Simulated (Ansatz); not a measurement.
This Ansatz 0.2.0 run on GaCo needs a look.

input.yaml

```yaml
crystal:
  lattice:
    - [1.52297141, 0.0, 0.0]
    - [0.0, 1.52297141, 0.0]
    - [0.0, 0.0, 1.52297141]
  atoms:
    - { symbol: Ga, position: [0.5, 0.5, 0.5] }
    - { symbol: Co, position: [0.0, 0.0, 0.0], spin: 2.0 }
hamiltonian:
  xc: revpbe
  pseudopotentials: { kind: nc, accuracy: stringent }
  dispersion: d3bj
  hubbard: { sites: [{ species: Co, l: d, u_eff: 6.2 }], double_counting: amf }
magnetization:
  spin_polarized: true
kpoints:
  mp_grid: { grid: [9, 9, 9] }
scf:
  occupations: { method: methfessel_paxton, width: 0.025 }
  max_iter: 60
output:
  forces: true
  stress: true
  eigenvalues: true
```

Potentials or basis: PseudoDojo stringent.

Run with:

```sh
$ ansatz run input.yaml --threads 1 --pin off --max-ram 2560MiB --backend cpu --events-out ev --progress --plain --runs-dir out
```

Output:

```text
Warning: RAYON_NUM_THREADS=1 ignored (pool sized by the plan → 1); use --threads N
Engine: ansatz 0.2.0, x86_64-unknown-linux-gnu
Pseudopotentials: kind: nc
Pseudopotential: Ga, nc, valence charge 21, recommended cutoff 1551.049016 eV (normal), Ga.nc.azcp (PseudoDojo's, or run here from an input of PseudoDojo's; its table is named by hamiltonian.pseudopotentials.accuracy)
Pseudopotential: Co, nc, valence charge 17, recommended cutoff 1414.992085 eV (normal), Co.nc.azcp (PseudoDojo's, or run here from an input of PseudoDojo's; its table is named by hamiltonian.pseudopotentials.accuracy)
Functional definition: revPBE
  parameter kappa = 1.245
  parameter beta = 0.06672455060314922
  exchange = pbe_x(kappa = kappa, mu = beta*pi^2/3)
  correlation = pbe_c(beta = beta)
Crystal: 2 atoms, lattice volume = 3.532 Å³
Basis set: ecut = 1551.049016 eV, 461 PW (Γ), exchange–correlation on 40×40×40 points (8 copies of the dense FFT grid, shifted against one another)
Bands: 24, of which v1, the nominal top of the filled ones, is band 19 counted from 1 (18 counted from 0)
Symmetry: 48 space group operations
Space group: Pm-3m (ITA 221), of the structure as read, at distance tolerance 1.5e-5 Å
Magnetic group: BNS 221.92 (UNI 1594), of the structure as read, at distance tolerance 1.5e-5 Å
k-points: 35 of 729
[... 31 lines left out ...]
Free energy (F): -10692.316963 eV
Harris-Foulkes:  -10692.316963 eV  (|F-HF|=0.00e0)
Internal energy: -10692.316888 eV  (E = F + TS)
E sigma→0 (E₀):  -10692.316944 eV
Entropy (-TS):   -0.000076 eV (-0.038 meV/atom)
Fermi energy:    148.206168 eV
--- Per-component energies (eV) ---
  E_band       = 2807.279042
  E_kinetic    = 6199.664385
  E_local      = -1244.153997  (includes V_loc(G=0)·N_el)
  E_nonlocal   = -2438.438563
  E_hartree    = 931.603063
  E_xc         = -1631.164595
  E_vxc        = -1572.998787  (∫ρ·V_xc dr)
  E_hubbard    = -0.000059  (on-site DFT+U / exact-exchange correction)
  E_vhub       = -0.000118  (the Hubbard potential's part of the band-sum identity)
  E_ewald      = -12498.566433
  E_disp       = -11.260689  (pairwise vdW)
  E_smearing   = -0.000076  (= −TS)
  E_closure    = -0.000000  (closes the sum)
  Σ components = -10692.316963   (vs F -10692.316963, Δ=0.00e0)
DFT+U double counting: amf (around mean field; hamiltonian.hubbard.double_counting)
--- Forces (eV/Å), atoms counted from 1 ---
  atom   1  Ga     0.00000000     0.00000000    -0.00000000
  atom   2  Co    -0.00000000     0.00000000    -0.00000000
  max |Σ_I F_I| component: 7.15e-29 eV/Å
--- Stress (GPa, compression-positive) ---
    22801.138764       0.000000      -0.000000
        0.000000   22801.138764       0.000000
        0.000000       0.000000   22801.138764
  P = ⅓ Tr σ = 22801.1388 GPa (228011.388 kbar)
[... 5 lines left out ...]
Occupation matrices written to <dir>
```

Diagnose the run.

Self-consistency was reached. The input holds a flaw that was put in on purpose: a lattice far too small (crystal.lattice = [[1.52297141, 0.0, 0.0], [0.0, 1.52297141, 0.0], [0.0, 0.0, 1.52297141]]). The program doesn't stop on it, so the numbers can't be trusted though the run ends normally.
